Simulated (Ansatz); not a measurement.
**PtS2: the cell at several levels of theory**

One table from this session's results is given with a row withheld; the runs are named, their logs left out.

Program: Ansatz 0.2.0. PAW datasets, plane waves, zero pressure. Note: simulated data, non-magnetic, for a generated structure that need not be the stable one.

## The system as given

This is the cell as the run starts from it, not yet at rest; its lengths are not the crystal's.

Space group I4_1/amd (No. 141), tetragonal; a = 4.947 Å, c = 12.416 Å in the conventional setting, 25.32 Å³ an atom. Pt has 6 S at 2.53–2.58 Å; S has 3 Pt at 2.53–2.58 Å.

Structure file:

```xyz
6
Lattice="-2.4733 2.4733 6.2080 2.4733 -2.4733 6.2080 2.4733 2.4733 -6.2080" Properties=species:S:1:pos:R:3 pbc="T T T"
Pt    0.0000    2.4733    3.1040
Pt    0.0000    0.0000    0.0000
S     0.0000    2.4733    0.5215
S     0.0000    0.0000    9.8335
S     0.0000    0.0000    2.5825
S     0.0000    2.4733    5.6865
```

Set-up of the first run:

input.yaml

```yaml
crystal:
  lattice:
    - [-2.4733157, 2.4733157, 6.208022407]
    - [2.4733157, -2.4733157, 6.208022407]
    - [2.4733157, 2.4733157, -6.208022407]
  atoms:
    - { symbol: Pt, position: [0.75, 0.25, 0.5] }
    - { symbol: Pt, position: [0.0, 0.0, 0.0] }
    - { symbol: S, position: [0.542, 0.042, 0.5] }
    - { symbol: S, position: [0.792, 0.792, 0.0] }
    - { symbol: S, position: [0.208, 0.208, 0.0] }
    - { symbol: S, position: [0.958, 0.458, 0.5] }
kpoints:
  mp_grid: { grid: [6, 6, 6] }
hamiltonian:
  xc: pbe
scf:
  occupations: { method: fermi_dirac, width: 0.02 }
relax:
  f_tol: 0.005
  cell: {}
```

Run with:

```
$ ansatz run input.yaml --threads 2 --pin off --max-ram 20275MiB --backend cpu --events-out ev --progress --plain --runs-dir out
```

Among the steps run: Relaxation with PBE; r2SCAN: cell and atoms; Relaxation with PBEsol; Relaxing with LDA.

One table of the session follows, with a row left open; its other results are not shown here.

| level | a (Å) | c (Å) | volume (Å³/atom) |
| --- | --- | --- | --- |
| PBE | ? | ? | ? |
| r2SCAN | 4.694 | 11.668 | 21.421 |
| PBEsol | 4.641 | 11.790 | 21.158 |
| LDA | 4.608 | 11.704 | 20.709 |

**Question.** Estimate the row for PBE.

The run gave: a (Å): 4.716; c (Å): 11.863; volume (Å³/atom): 21.988. In the column «a (Å)» it is the highest.

LDA gives the smallest cell and PBE the largest; they differ by 6.2 % in volume, a mean of 2.0 % in length. The meshes differ: PBE 6×6×6, r2SCAN 8×8×8, PBEsol 8×8×8, LDA 8×8×8.
